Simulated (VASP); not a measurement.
## From VASP inputs to Ansatz: BN (strained zincblende)

INCAR

```
LASPH = .TRUE.
SIGMA = 0.01
ALGO = Normal
LCHARG = .FALSE.
NBANDS = 11
NELM = 120
EDIFF = 1E-7
METAGGA = R2SCAN
ISMEAR = 0
NSW = 0
IBRION = -1
ISIF = 2
ENCUT = 520
LREAL = .FALSE.
LWAVE = .FALSE.
PREC = Accurate
```

KPOINTS

```
KPOINTS created by Atomic Simulation Environment
0
Gamma
12 12 12
0 0 0
```

KPOINTS_OPT

```
special points
7
Reciprocal
0.0000000000 0.0000000000 0.0000000000 1
-0.5000000000 -0.5000000000 0.0000000000 1
-0.3750000000 -0.3750000000 0.2500000000 1
-0.3750000000 0.0000000000 0.3750000000 1
0.0000000000 0.0000000000 0.5000000000 1
-0.5000000000 -0.2500000000 0.2500000000 1
0.0000000000 0.5000000000 0.5000000000 1
```

POSCAR

```
B  N
 1.0000000000000000
     0.0139804944000000    1.8007577048000001    1.8007577048000001
     1.8007577048000001    0.0139804944000000    1.8007577048000001
     1.8007577048000001    1.8007577048000001    0.0139804944000000
 B   N
   1   1
Cartesian
  0.0001900886880267  0.0001900886880267  0.0001900886880267
  0.9036838873119736  0.9036838873119736  0.9036838873119736
```

VASP ran with the recommended PBE PAW datasets (8 valence electrons in the cell).

Question: Translate these files to an Ansatz input.

Answer: 

```yaml
crystal:
  lattice:
    - [0.0139804944, 1.8007577048, 1.8007577048]
    - [1.8007577048, 0.0139804944, 1.8007577048]
    - [1.8007577048, 1.8007577048, 0.0139804944]
  atoms:
    - { symbol: B, position: [5.25761e-05, 5.25761e-05, 5.25761e-05] }
    - { symbol: "N", position: [0.2499474239, 0.2499474239, 0.2499474239] }
kpoints:
  mp_grid: { grid: [12, 12, 12] }
  band_path:
    path:
      - [0.0, 0.0, 0.0]
      - [-0.5, -0.5, 0.0]
      - [-0.375, -0.375, 0.25]
      - [-0.375, 0.0, 0.375]
      - [0.0, 0.0, 0.5]
      - [-0.5, -0.25, 0.25]
      - [0.0, 0.5, 0.5]
    npoints: 1
hamiltonian:
  xc: r2scan
scf:
  occupations: { method: fixed }
  n_extra_bands: 4
output:
  forces: true
  stress: true
  eigenvalues: true
```

Other inputs would serve too.

```
                              VASP   Ansatz
gap between bands v and c  4.98 eV  5.00 eV
         least direct gap  9.37 eV  9.41 eV
                 pressure  8.8 GPa  7.6 GPa
```

Each program uses its own PAW datasets. VASP's cell holds 8 valence electrons and Ansatz's 8. Ansatz's stress includes a Pulay correction; VASP's doesn't.
